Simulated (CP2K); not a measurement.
The system is MgS (Niningerite).

```xyz
2
Lattice="3.6793 0.0000 0.0000 1.8396 3.1864 0.0000 1.8396 1.0621 3.0041" Properties=species:S:1:pos:R:3 pbc="T T T"
S     3.6793    2.1242    1.5021
Mg    0.0000    0.0000    0.0000
```

Base run:

* Program: CP2K 2026.2
* Functional: PBE
* Potentials or basis: POTENTIAL_UZH S GTH-PBE-q6, Mg GTH-PBE-q10; TZVP-MOLOPT-PBE-GTH basis
* Density cutoff: 19048 eV
* k mesh: 9 × 9 × 9
* Occupations: fermi-dirac, width 0.0259 eV
* Spin: no spin polarisation

Its results: band gap on the k mesh 2.85 eV, indirect (least direct gap 3.64 eV); pressure 2.7 GPa.

The run is repeated on the same cell with these changes: functional from PBE to PBEsol; occupations from fermi-dirac, width 0.0259 eV to fermi-dirac, width 0.01 eV. What comes out?

Band gap on the k mesh 2.73 eV, indirect (least direct gap 3.51 eV); pressure 1.1 GPa.

Caveats: the mesh misses the band edges, which the band path finds closer together; the basis of atomic orbitals isn't converged, which shifts pressures, moduli and gaps; the potentials were made for another functional, which shifts forces and pressure (some runs).
